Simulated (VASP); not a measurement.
MoS2:

```xyz
3
Lattice="1.5800 0.9122 6.1500 -1.5800 0.9122 6.1500 0.0000 -1.8244 6.1500" Properties=species:S:1:pos:R:3 pbc="T T T"
Mo    0.0000    0.0000    0.0000
S     0.0000    0.0000    7.6936
S     0.0000    0.0000    4.6125
```

Measurements of this composition are mostly on another form, of space group No. 194.

Base run:

```yaml
Program: VASP 6.6.1
Functional: TB-mBJ
Potentials_or_basis: VASP PAW PBE potentials, release 64 (Mo_sv, S)
Cutoff: 520 eV
k_mesh: 10 × 10 × 10
Occupations: gaussian, width 0.02 eV
Spin: no spin polarisation
```

Its results: band gap on the k mesh 1.15 eV, indirect (least direct gap 1.95 eV).

Task: The run is repeated on the same cell with these changes: functional from TB-mBJ to r2SCAN. What comes out?

Result: Band gap on the k mesh 1.07 eV, indirect (least direct gap 2.08 eV).

Caveats: the mesh misses the band edges, which the band path finds closer together (some runs).

Not every run made on this cell is shown here.
